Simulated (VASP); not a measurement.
AlN:

```
Al N
1.0
     0.00000    2.18830    2.18830
     2.18830    0.00000    2.18830
     2.18830    2.18830    0.00000
Al N
1 1
Direct
  0.00000 0.00000 0.00000
  0.75000 0.75000 0.75000
```

Measurements of this composition are mostly on another form, of space group No. 186.

Base run:

| Property | Result |
| --- | --- |
| Program | VASP 6.6.1 |
| Functional | HSE06 |
| Potentials or basis | VASP PAW PBE potentials, release 64 (Al, N) |
| Cutoff | 520 eV |
| k mesh | 6 × 6 × 6 |
| Occupations | gaussian, width 0.03 eV |
| Spin | no spin polarisation |

Its results: band gap on the k mesh 4.57 eV, indirect (least direct gap 5.52 eV); pressure -1.8 GPa.

Problem. The run is repeated on the same cell with these changes: functional from HSE06 to PBE-EpsX. What comes out?

Solution. Band gap on the k mesh 5.03 eV, indirect (least direct gap 5.96 eV); pressure -1.1 GPa.

Caveats: the PAW data sets were made with another functional, which shifts forces and pressure a little.
